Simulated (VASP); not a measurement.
**GaN: band structure with PBEsol**

**Measured values to compare with.**

From a printed reference work, textbook, for a bulk crystal of GaN at 0 K: band gap 3.299 eV (direct).

GaN:

```xyz
2
Lattice="0.0000 2.2472 2.2472 2.2472 0.0000 2.2472 2.2472 2.2472 0.0000" Properties=species:S:1:pos:R:3 pbc="T T T"
Ga    0.0000    0.0000    0.0000
N     1.1236    1.1236    1.1236
```

The cell is a database's computed one.

```
Program                : VASP 6.6.1
Task                   : band structure
Functional             : PBEsol
Potentials or basis    : VASP PAW PBE potentials, release 64 (Ga_d, N)
Cutoff                 : 520 eV
k mesh                 : 10 × 10 × 10
Occupations            : gaussian, width 0.02 eV
Spin                   : no spin polarisation
Further INCAR settings : ALGO = Normal; EDIFF = 1e-06; NBANDS = 16
```

* Band gap on the k mesh: 1.74 eV, direct
* Band gap along the path: 1.74 eV, direct

Levels at the corners of the path, in eV from the valence-band top:
```tsv
point	band 6	band 7	band 8	band 9	band 10	band 11	band 12	band 13
Γ	-13.07	0.00	0.00	0.00	1.74	10.26	10.26	10.26
X	-11.40	-6.21	-2.76	-2.76	3.23	6.61	11.64	13.97
X	-11.40	-6.21	-2.76	-2.76	3.23	6.61	11.64	13.97
W	-11.09	-5.78	-3.78	-3.74	6.14	8.44	10.25	10.98
W	-11.09	-5.78	-3.78	-3.74	6.14	8.44	10.25	10.98
K	-11.22	-5.95	-4.36	-2.22	4.90	7.88	11.00	12.83
K	-11.22	-5.95	-4.36	-2.22	4.90	7.88	11.00	12.83
Γ	-13.07	0.00	0.00	0.00	1.74	10.26	10.26	10.26
Γ	-13.07	0.00	0.00	0.00	1.74	10.26	10.26	10.26
L	-11.83	-7.17	-0.99	-0.99	4.62	8.68	10.31	10.31
L	-11.83	-7.17	-0.99	-0.99	4.62	8.68	10.31	10.31
U	-11.22	-5.95	-4.36	-2.22	4.90	7.88	11.00	12.83
U	-11.22	-5.95	-4.36	-2.22	4.90	7.88	11.00	12.83
W	-11.09	-5.78	-3.78	-3.74	6.14	8.44	10.25	10.98
W	-11.09	-5.78	-3.78	-3.74	6.14	8.44	10.25	10.98
L	-11.83	-7.17	-0.99	-0.99	4.62	8.68	10.31	10.31
L	-11.83	-7.17	-0.99	-0.99	4.62	8.68	10.31	10.31
K	-11.22	-5.95	-4.36	-2.22	4.90	7.88	11.00	12.83
U	-11.22	-5.95	-4.36	-2.22	4.90	7.88	11.00	12.83
X	-11.40	-6.21	-2.76	-2.76	3.23	6.61	11.64	13.97
```

Wall time 21 s on 1 thread of Intel(R) Xeon(R) Platinum 8488C (Sapphire Rapids) (shared host), peak memory 0.17 GiB.

A measured gap of GaN is 3.299 eV (direct; 0 K; a printed reference work, textbook); the calculated 1.74 eV misses it by -1.56 eV. Spin-orbit coupling on Ga is left out. The value is that of PBEsol, without temperature or zero-point motion. Semilocal functionals fall short of measured gaps as a rule. The cell is a database's relaxed one, not the measured one, which moves gaps too.

Caveat: the log is that of the step along the path at fixed density, whose energy, stress, charges and moments have no meaning.
